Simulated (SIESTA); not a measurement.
The system is ZrC.

```xyz
2
Lattice="0.0000 2.3650 2.3650 2.3650 0.0000 2.3650 2.3650 2.3650 0.0000" Properties=species:S:1:pos:R:3 pbc="T T T"
Zr    2.3650    2.3650    2.3650
C     0.0000    0.0000    0.0000
```

```yaml
Program: SIESTA 5.4.2
Task: single point
Functional: PBEsol
Potentials_or_basis: PseudoDojo 0.4 standard (PBEsol files)
Basis: DZP (energy shift 0.003 Ry; two zetas on semicore shells)
Grid_cutoff: 800 Ry
Energy_shift: 0.003 Ry
k_mesh: 10 × 10 × 10
Occupations: fermi-dirac, width 0.05 eV
Spin: no spin polarisation
```

On this cell: pressure -6.4 GPa; largest force zero by symmetry; band gap on the k mesh none (metal or under the smearing width).

The same run follows on a disturbed copy (atoms moved at random, drawn with an rms of 0.05 Å):

```xyz
2
Lattice="0.0000 2.3650 2.3650 2.3650 0.0000 2.3650 2.3650 2.3650 0.0000" Properties=species:S:1:pos:R:3 pbc="T T T"
Zr    2.3705    2.3569    2.3320
C     0.0399    0.0252   -0.0370
```

**Question.** What does the disturbed cell give?

**Answer.** The energy (extrapolated to zero smearing) moves by +4.3 meV/atom; pressure -6.3 GPa; largest force 0.349 eV/Å; band gap on the k mesh none (metal or under the smearing width).

Forces in eV/Å, atoms in the order of the input:
```
Zr   0.251  0.241 -0.027
C   -0.250 -0.242  0.031
```

Stress tensor (GPa, compression positive):
```
-6.13 -0.13  0.02
-0.13 -6.18  0.01
 0.02  0.01 -6.46
```

Caveats: the basis of atomic orbitals isn't converged, which shifts pressures, moduli and gaps.
